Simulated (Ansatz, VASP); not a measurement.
**BN (Qingsongite) in two plane-wave programs**

Wanted: the spread between two codes on one cell, functional and k mesh.

Method: plane waves, with VASP 6.6.1 beside it; single point at PBE, in Ansatz 0.2.0.

**1. The structure**

It takes space group F-43m (No. 216, cubic). The conventional cell has a = 3.615 Å, b = 3.615 Å, c = 3.615 Å, α = 90.00°, β = 90.00°, γ = 90.00°. Nearest to N lie 4 B at 1.57 Å. B has 4 N at 1.57 Å nearest. Farther neighbours and most contacts between anions are not listed.

**2. VASP: single point, PBE**

With cell and atoms fixed, the geometry can't cause a difference; cores, projectors, grids and the points listed under the comparison can.

Lines of VASP's logs that name or quote its potential files are left out, and so is its time.

File INCAR:

```
SYSTEM = BN
PREC = Accurate
ENCUT = 520
EDIFF = 1E-07
NELM = 100
ISMEAR = 0
SIGMA = 0.01
LREAL = .FALSE.
ALGO = Normal
GGA = PE
NBANDS = 10
LORBIT = 11
LWAVE = .FALSE.
LCHARG = .FALSE.
KPAR = 2
```

File POSCAR:

```
BN
1.0
    0.0000000000      1.8075000000      1.8075000000
    1.8075000000      0.0000000000      1.8075000000
    1.8075000000      1.8075000000      0.0000000000
N B
1 1
Direct
    0.7500000000      0.7500000000      0.7500000000
    0.0000000000      0.0000000000      0.0000000000
```

File KPOINTS:

```
Automatic mesh
0
Gamma
9 9 9
0 0 0
```

PAW data sets: N and B (PBE family, release 64).

Launch:

```console
$ mpirun -np 2 vasp_std
```

Numbers of over 12 decimals in the logs are rounded to 6 here.

Log:

```text
[banner, memory and clock lines left out]
running    2 mpi-ranks, on    1 nodes
 distrk:  each k-point on    1 cores,    2 groups
 distr:  one band on    1 cores,    1 groups

 POSCAR found type information on POSCAR N B
 POSCAR found :  2 types and       2 ions
 LDA part: xc-table for (Slater+PW92), standard interpolation
 POSCAR, INCAR and KPOINTS ok, starting setup
 FFT: planning ... GRIDC
 FFT: planning ... GRID_SOFT
 FFT: planning ... GRID
 WAVECAR not read
 entering main loop
       N       E                     dE             d eps       ncg     rms          rms(c)
DAV:   1     0.956036194845E+01    0.95604E+01   -0.52256E+03   740   0.803E+02
DAV:   2    -0.179802024355E+02   -0.27541E+02   -0.26900E+02   882   0.171E+02
DAV:   3    -0.184144164121E+02   -0.43421E+00   -0.43366E+00   810   0.189E+01
DAV:   4    -0.184149069008E+02   -0.49049E-03   -0.49048E-03   774   0.696E-01
DAV:   5    -0.184149073696E+02   -0.46871E-06   -0.46894E-06   802   0.222E-02    0.670E+00
DAV:   6    -0.175361667276E+02    0.87874E+00   -0.30325E+00   738   0.109E+01    0.327E+00
DAV:   7    -0.174638508621E+02    0.72316E-01   -0.10253E-01   770   0.282E+00    0.192E+00
DAV:   8    -0.174494809491E+02    0.14370E-01   -0.37392E-02   780   0.150E+00    0.194E-01
DAV:   9    -0.174496716302E+02   -0.19068E-03   -0.90424E-04   748   0.270E-01    0.807E-02
DAV:  10    -0.174497527770E+02   -0.81147E-04   -0.11878E-04   764   0.997E-02    0.148E-02
DAV:  11    -0.174497579389E+02   -0.51619E-05   -0.10045E-05   818   0.271E-02    0.104E-02
DAV:  12    -0.174497579069E+02    0.32012E-07   -0.19003E-06   780   0.994E-03    0.627E-04
DAV:  13    -0.174497579063E+02    0.65643E-09   -0.25875E-08   406   0.169E-03
   1 F= -.17449758E+02 E0= -.17449758E+02  d E =-.622745E-35
```

From OUTCAR (step 2):

```text
ion  position               nearest neighbor table
   1  0.750  0.750  0.750-   2 1.57   2 1.57   2 1.57   2 1.57
   2  0.000  0.000  0.000-   1 1.57   1 1.57   1 1.57   1 1.57

  LATTYP: Found a face centered cubic cell.
 ALAT       =     3.6150000000

 Subroutine GETGRP returns: Found 24 space group operations
 (whereof 24 operations were pure point group operations)

The static configuration has the point symmetry T_d .

 Found     35 irreducible k-points:

   k-points           NKPTS =     35   k-points in BZ     NKDIM =     35   number of bands    NBANDS=     10

   dimension x,y,z NGX =    20 NGY =   20 NGZ =   20
   dimension x,y,z NGXF=    40 NGYF=   40 NGZF=   40

   ENCUT  =  520.0 eV  38.22 Ry    6.18 a.u.   4.75  4.75  4.75*2*pi/ulx,y,z

   NELECT =       8.0000    total number of electrons

 k-points in reciprocal lattice and weights: Automatic mesh
   0.00000000  0.00000000  0.00000000       0.001
   0.11111111  0.00000000  0.00000000       0.011
   0.22222222  0.00000000  0.00000000       0.011
   0.33333333  0.00000000  0.00000000       0.011
   0.44444444  0.00000000  0.00000000       0.011
   0.11111111  0.11111111  0.00000000       0.008
   0.22222222  0.11111111  0.00000000       0.033
   0.33333333  0.11111111  0.00000000       0.033
   0.44444444  0.11111111  0.00000000       0.033
[...]
-0.33333333  0.44444444  0.11111111       0.033
  -0.33333333  0.44444444  0.22222222       0.033

 average (electrostatic) potential at core
       1 -60.3941       2 -24.4738

 E-fermi :   7.4869

 k-point     1 :       0.0000    0.0000    0.0000
  band No.  band energies     occupation
      1     -12.8277      2.00000
      2       7.4030      2.00000
      3       7.4030      2.00000
      4       7.4030      2.00000
      5      16.2228      0.00000
      6      16.2228      0.00000
      7      16.2228      0.00000
      8      17.7524      0.00000
      9      32.1553      0.00000
    ...

 k-point     2 :       0.1111    0.0000    0.0000
  band No.  band energies     occupation
      1     -12.5278      2.00000
      2       5.8729      2.00000
      3       7.0950      2.00000
      4       7.0950      2.00000
      5      16.5393      0.00000
      6      16.6873      0.00000
      7      16.6873      0.00000
      8      18.7127      0.00000
      9      31.7952      0.00000
    ...

 k-point     3 :       0.2222    0.0000    0.0000
  band No.  band energies     occupation
      1     -11.6500      2.00000
      2       2.7554      2.00000
      3       6.4415      2.00000
      4       6.4415      2.00000
      5      16.9512      0.00000
      6      17.5653      0.00000
      7      17.5653      0.00000
      8      20.5618      0.00000
      9      30.9989      0.00000
    ...

  Total        0.2426410      0.2426410      0.2426410      0.0000000     -0.0000000      0.0000000
  in kB       32.9162073     32.9162073     32.9162073      0.0000000     -0.0000000      0.0000000
  external PRESSURE =      32.9162073 kB  Pullay stress =       0.0000000 kB

  energy-cutoff  :      520.00
  volume of cell :       11.81
      direct lattice vectors                 reciprocal lattice vectors
     0.000000000  1.807500000  1.807500000    -0.276625173  0.276625173  0.276625173
     1.807500000  0.000000000  1.807500000     0.276625173 -0.276625173  0.276625173
     1.807500000  1.807500000  0.000000000     0.276625173  0.276625173 -0.276625173

 POSITION                                       TOTAL-FORCE (eV/Angst)
 -----------------------------------------------------------------------------------
      2.71125      2.71125      2.71125        -0.000000     -0.000000     -0.000000
      0.00000      0.00000      0.00000         0.000000      0.000000      0.000000
 -----------------------------------------------------------------------------------
    total drift:                               -0.000000     -0.000000     -0.000000

  FREE ENERGIE OF THE ION-ELECTRON SYSTEM (eV)
  ---------------------------------------------------
  free  energy   TOTEN  =       -17.4497579063 eV

  energy  without entropy=      -17.4497579063  energy(sigma->0) =      -17.44975791

 total charge
# of ion       s       p       d       tot
------------------------------------------
    1        1.213   2.763   0.000   3.977
    2        0.678   1.360   0.000   2.038
--------------------------------------------------
tot          1.891   4.123   0.000   6.014

[... 3 further parts left out ...]
```

The run ends at a pressure of 3.29 GPa.

**3. Ansatz: single point, PBE**

Ansatz runs on its default PAW (the set named soft_2) files.

The same cell, functional, mesh and smearing now go to Ansatz, which takes its cutoff from its data sets.

File input.yaml:

```yaml
crystal:
  lattice:
    - [0.0, 1.8075, 1.8075]
    - [1.8075, 0.0, 1.8075]
    - [1.8075, 1.8075, 0.0]
  atoms:
    - { symbol: "N", position: [0.75, 0.75, 0.75] }
    - { symbol: B, position: [0.0, 0.0, 0.0] }
hamiltonian:
  xc: pbe
  pseudopotentials: { kind: paw }
kpoints:
  mp_grid: { grid: [9, 9, 9] }
scf:
  occupations: { method: gaussian, width: 0.01 }
  n_extra_bands: 4
output:
  forces: true
  stress: true
  eigenvalues: true
  write_density: true
  write_potential: true
  elf: true
  volumetric_format: npy
```

Launch:

```console
$ ansatz run input.yaml --threads 2 --pin off --max-ram 4608MiB --backend cpu --events-out ev --progress --plain --runs-dir out
```

Log:

```text
scf.n_extra_bands = 4 over 4 filled bands (N_el = 8.0): the run solves 8 bands
Engine: ansatz 0.2.0, aarch64-unknown-linux-gnu
Pseudopotentials: kind: paw
Pseudopotential: N, paw, valence charge 5, recommended cutoff 420 eV (normal), N.paw.azcp
Pseudopotential: B, paw, valence charge 3, recommended cutoff 420 eV (normal), B.paw.azcp
Functional definition: PBE
  parameter kappa = 0.804
  parameter beta = 0.066725
  exchange = pbe_x(kappa = kappa, mu = beta*pi^2/3)
  correlation = pbe_c(beta = beta)
Crystal: 2 atoms, lattice volume = 11.810 Å³
Basis set: ecut = 420 eV, 259 PW (Γ), exchange–correlation on 36×36×36 points (8 copies of the dense FFT grid, shifted against one another)
Bands: 8, of which v1, the nominal top of the filled ones, is band 4 counted from 1 (3 counted from 0)
Symmetry: 24 space group operations
Space group: F-43m (ITA 216), of the structure as read, at distance tolerance 2.3e-5 Å
k-points: 35 of 729 (time reversal used)
Non-local potential: N, projectors of the file, l = 0: 2, l = 1: 2, l = 2: 1
Non-local potential: B, projectors of the file, l = 0: 2, l = 1: 2, l = 2: 1
PAW form: soft (Blöchl's): semilocal exchange-correlation on the pseudo side does not see the compensation charge
PAW one-centre angular grid: N, 110 points (default); XC on 64 Gauss nodes
PAW one-centre angular grid: B, 110 points (default); XC on 64 Gauss nodes
Initial density: superposition of atomic densities (neutral atoms: chi_scale 0, normalization atom), corrected by the library's trained network
Initial wavefunctions: pseudopotential atomic-orbital guess
Functional: x = pbe(κ = 0.804, μ = 0.219515), c = pbe(β = 0.066725)
SCF iter   1: F=—  HF=-542.274818 eV  |F-HF|=—  |Δ(HF+E_count)|=         —  Δρ=1.55e-3  dr2=1.42e-4  ethr=1.77e-3  ⟨swp⟩=4.9  Hψ=1826  notcnv=0
preconditioner: auto → none  [insulator: Δε(μ)=4.629 eV  Ē_g=20.012 eV  σ=0.010 eV  W_gap=1.00  n_scr=0 (ndim 8)  ℏωp=30.6 eV  f_vac=0.000  D(μ)=0.00/eV (n_scr^D=0)  ε∞_Penn≈3.3]
SCF iter   2: F=—  HF=-542.274968 eV  |F-HF|=—  |Δ(HF+E_count)|=   1.50e-4  Δρ=8.20e-4  dr2=2.22e-5  ethr=1.78e-6  ⟨swp⟩=2.0  Hψ=840  notcnv=0
SCF iter   3: F=—  HF=-542.275016 eV  |F-HF|=—  |Δ(HF+E_count)|=   4.82e-5  Δρ=3.57e-4  dr2=5.44e-6  ethr=2.77e-7  ⟨swp⟩=2.3  Hψ=409  notcnv=0
iter 4 did not close the SCF: its close was put off for the readings that it lacked (scf_convergence_deferred on its scf_iter line)
SCF iter   4: F=-542.275030 eV  HF=-542.275030 eV  |F-HF|=1.69e-8  |Δ(HF+E_count)|=   1.41e-5  Δρ=2.40e-5  dr2=1.99e-8  ethr=6.80e-8  ⟨swp⟩=2.3  Hψ=413  notcnv=0
iter 5 did not close the SCF: its close was put off for the readings that it lacked (scf_convergence_deferred on its scf_iter line)
SCF iter   5: F=-542.275030 eV  HF=-542.275030 eV  |F-HF|=4.99e-9  |Δ(HF+E_count)|=   1.59e-8  Δρ=9.49e-6  dr2=2.69e-9  ethr=2.48e-10  ⟨swp⟩=1.7  Hψ=321  notcnv=0
SCF iter   6: F=-542.275030 eV  HF=-542.275030 eV  |F-HF|=5.68e-12  |Δ(HF+E_count)|=   5.59e-9  Δρ=8.03e-7  dr2=2.68e-11  ethr=3.36e-11  ⟨swp⟩=4.3  Hψ=1243  notcnv=0
SCF 1 converged in 6 iterations: F = -542.275030 eV  dr2 = 2.68e-11
  greatest PAW one-centre occupation: 0.787 electrons in one spin orbital (limit 2), on the N atom at site 0 (counted from 0), in its partial waves of l = 0
SCF converged after 6 iterations
Free energy (F): -542.275030 eV
Harris-Foulkes:  -542.275030 eV  (|F-HF|=5.68e-12)
Internal energy: -542.275030 eV  (E = F + TS)
E sigma→0 (E₀):  -542.275030 eV
Fermi energy:    13.492549 eV
--- Per-component energies (eV) ---
  E_band       = 26.443503
  E_kinetic    = 185.616338
  E_local      = -175.301682  (includes V_loc(G=0)·N_el)
  E_nonlocal   = 56.585883
  E_hartree    = 49.108884
  E_xc         = -93.446944
  E_vxc        = -116.230827  (∫ρ·V_xc dr)
  E_paw        = -206.452964  (= ΣΔE_a)
  E_vpaw       = -22.444072  (= ΣTr[D̂ρ^β])
  E_aug_tail   = 0.000103  (compensation charges beyond the density's cutoff)
  E_ewald      = -358.384650
  E_smearing   = -0.000000  (= −TS)
  E_closure    = 0.000000  (closes the sum)
  Σ components = -542.275030   (vs F -542.275030, Δ=0.00e0)
--- Forces (eV/Å), atoms counted from 1 ---
  atom   1  N      0.00000000     0.00000000     0.00000000
  atom   2  B     -0.00000000     0.00000000     0.00000000
  max |Σ_I F_I| component: 7.12e-16 eV/Å
--- Stress (GPa, compression-positive) ---
        3.030595      -0.000000      -0.000000
        0.000000       3.030595       0.000000
       -0.000000       0.000000       3.030595
  P = ⅓ Tr σ = 3.0306 GPa (30.306 kbar)
--- Band table (eV; the first three rows and the last of 35) ---
  k-point 0: bands = ["-9.0520", "11.1797", "11.1797", "11.1797", "20.0105", "20.0105", "20.0105", "21.5015"]
  k-point 1: bands = ["-8.7520", "9.6517", "10.8726", "10.8726", "20.3194", "20.4739", "20.4739", "22.4704"]
  k-point 2: bands = ["-7.8740", "6.5338", "10.2190", "10.2190", "20.7241", "21.3512", "21.3512", "24.3271"]
  k-point 34: bands = ["-3.3555", "3.2029", "4.3525", "5.4348", "20.5542", "23.9791", "25.1653", "27.2309"]
```

It took 0.71 s on 2 threads of Arm Neoverse N1, shared host; peak memory 0.24 GiB.

In the SCF lines HF is the Harris–Foulkes energy and dr2 the Hartree energy of the density residual, in eV; the loop may stop once dr2 is under the threshold and the program's other checks hold. Hψ counts applications of the Hamiltonian.

The run ends at a pressure of 3.03 GPa.

**4. Side by side**

Known differences besides the potentials themselves: the cutoff is 420 eV in Ansatz and 520 eV in VASP; VASP leaves aspherical gradient terms in its spheres out (LASPH is not set), Ansatz keeps them. Total energies have different zeros and are not compared.

Compared:

| quantity | Ansatz | VASP | difference |
| --- | --- | --- | --- |
| pressure (GPa) | 3.03 | 3.29 | -0.26 |
| pressure without Ansatz's Pulay correction (GPa) | 1.98 | 3.29 | -1.31 |
| gap on the k mesh (eV) | 4.626 | 4.614 | +0.012 |

A gap on the mesh is an upper bound, since the band edges may lie between its points. Ansatz's pressure holds a Pulay correction of 1.05 GPa; VASP's holds none.

**5. Results**

```
difference in gap on the k mesh (single point, PBE) : 0.012 eV
```

**Reading.** The difference in gap on the k mesh is 0.012 eV (single point, PBE), within the 0.08 eV picked in this series as the mark of a large difference. How closely two codes agree says nothing of how well the functional describes the real material.

[Lines on the potential files, build, host, timing and source positions are cut from VASP's logs without a mark.]

[Logs are printed without paths, hosts, clocks, repeated set-up lines and the standing remarks that a program may print on its own settings, such as how far it seeks lower states.]

[Hosts, paths, dates, database ids (printed as entryN), source tags and the programs' standing remarks are cut or masked in the printed files.]
